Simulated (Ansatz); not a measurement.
## SiC: what symmetry allows forces and stress to be

```
Si C
1.0
     3.18160    0.00000    0.00000
    -1.59080    2.75534    0.00000
     0.00000    0.00000    4.91842
Si C
2 2
Cartesian
  0.0000 1.8369 0.1461
  1.5908 0.9184 2.6054
  0.0000 1.8369 1.7474
  1.5908 0.9184 4.2067
```

Method: DFT PBE, scalar-relativistic, plane waves, PAW (Ansatz 0.2.0).

Cutoff 420 eV; k points 12×12×6 on the computed 4-atom cell (Γ-centred); Gaussian smearing, width 0.02 eV; no spin polarisation.

This distorted cell has space group P6_3mc, with 12 operations.

Q: Without a calculation: in which directions can each atom feel a force?

A: A force must be left unchanged by every operation that keeps its atom in place, so it lies in the space that those operations leave fixed. Atoms that the group maps onto each other feel forces of one size.
```tsv
atom	site symmetry	operations at the site	equivalent to atom	allowed force (Cartesian)
Si1	3m.	6	1	along (0.00, 0.00, 1.00)
Si2	3m.	6	1	along (0.00, 0.00, 1.00)
C3	3m.	6	3	along (0.00, 0.00, 1.00)
C4	3m.	6	3	along (0.00, 0.00, 1.00)
```

That leaves 2 independent force components of 12, tied by 1 condition that the forces sum to zero, so 1 remains. A relaxation in this cell that keeps the symmetry moves the atoms in these directions alone.

Q: And the stress tensor?

A: It must be invariant under the point group, which leaves 2 independent components: yz, xz, xy vanish; xx = yy.

Q: Do the computed values obey this?

A: Yes. Forces (eV/Å):
```
Si1  0.000  0.000 -9.304
Si2  0.000  0.000 -9.304
C3   0.000  0.000  9.304
C4   0.000  0.000  9.304
```

Stress (GPa, compression positive, xx yy zz yz xz xy): -19.22 -19.22 77.49 0.00 0.00 0.00. The program imposes the same operations on density, forces and stress, so this confirms the analysis and is no independent test of the calculation.